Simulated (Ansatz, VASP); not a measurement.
**One calculation of Ru, two programs**

File INCAR:

```
PREC     = Accurate       # precision mode
ENCUT    = 520            # plane-wave cutoff, eV
EDIFF    = 1E-6           # SCF threshold, eV
ISMEAR   = -1             # smearing method
SIGMA    = 0.1            # smearing width, eV
LREAL    = False          # projectors in reciprocal space
LASPH    = True           # aspherical terms in the spheres
NELM     = 80             # most SCF steps
ALGO     = Normal         # electronic algorithm
ISIF     = 2              # what is computed and relaxed
LWAVE    = False          # write WAVECAR
LCHARG   = False          # write CHGCAR
GGA      = RE             # functional
NBANDS   = 13             # bands
```

The input KPOINTS:

```
Automatic mesh
0
Gamma
  16 16 16
```

Contents of POSCAR:

```
Ru
1.0
   -1.5921253194      1.5921253194      1.5921253194
    1.5921253194     -1.5921253194      1.5921253194
    1.5921253194      1.5921253194     -1.5921253194
Ru
1
Direct
    0.0000000000      0.0000000000      0.0000000000
```

Input for Ansatz:

```yaml
crystal:
  lattice:
    - [-1.5921253194, 1.5921253194, 1.5921253194]
    - [1.5921253194, -1.5921253194, 1.5921253194]
    - [1.5921253194, 1.5921253194, -1.5921253194]
  atoms:
    - { symbol: Ru, position: [0.0, 0.0, 0.0] }
hamiltonian:
  xc: revpbe
  pseudopotentials:
    kind: paw
    azcp:
      Ru: "pseudopotentials/Ru.paw.azcp"
basis:
  ecutwfc: 420
  fft_grid_basis: typed
kpoints:
  mp_grid: { grid: [16, 16, 16], shift: [0, 0, 0] }
magnetization:
  spin_polarized: false
scf:
  occupations: { method: fermi_dirac, width: 0.1 }
  lower_state_search: "off"
output:
  stress: true
```

Alike in both runs: task single point; functional revPBE; k mesh 16 × 16 × 16; occupations fermi-dirac, width 0.1 eV; no spin polarisation.

|  | VASP | Ansatz |
| --- | --- | --- |
| version | VASP 6.6.1 | Ansatz 0.2.0 |
| potentials or method | VASP PAW PBE potentials, release 64 (Ru_pv) | plane waves (420 eV) with PAW, scalar-relativistic |
| plane-wave cutoff (eV) | 520 | 420 |
| valence electrons in the cell | 14 | 16 |

```csv
,VASP,Ansatz,Ansatz less VASP
pressure (GPa),-22.7,-22.7,+0.08
```

The two sets of potentials don't hold the same shells in valence.

Caveats: so large a pressure means that the cell lies far from this level's equilibrium, or that cutoff or potentials fall short (VASP); the potentials were made for another functional, which shifts forces and pressure (VASP).
